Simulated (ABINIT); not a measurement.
BAs:

```
As B
1.0
     0.00000    2.38850    2.38850
     2.38850    0.00000    2.38850
     2.38850    2.38850    0.00000
As B
1 1
Cartesian
  3.5827 3.5827 3.5827
  0.0000 0.0000 0.0000
```

Base run:

- Program: ABINIT 10.8.3 (patched build)
- Functional: SCAN
- Potentials or basis: JTH PAW PBE v2.0
- Cutoff: 490 eV
- k mesh: 10 × 10 × 10
- Occupations: fermi-dirac, width 0.05 eV
- Spin: no spin polarisation

Its results: band gap on the k mesh 1.41 eV, indirect (least direct gap 3.59 eV); pressure -0.7 GPa.

Q: After a change of settings the same cell gave: band gap on the k mesh 1.20 eV, indirect (least direct gap 3.27 eV); pressure 4.8 GPa. Which change was it?
A. functional from SCAN to PW91
B. functional from SCAN to AM05
C. functional from SCAN to revPBE
D. functional from SCAN to WC

A: C.

SCAN gives the wider gap, since meta-GGAs in the generalised Kohn-Sham scheme recover part of the derivative discontinuity.

Caveats: the PAW data sets were made with another functional, which shifts forces and pressure a little.

Runs at the PBE level aren't shown here.
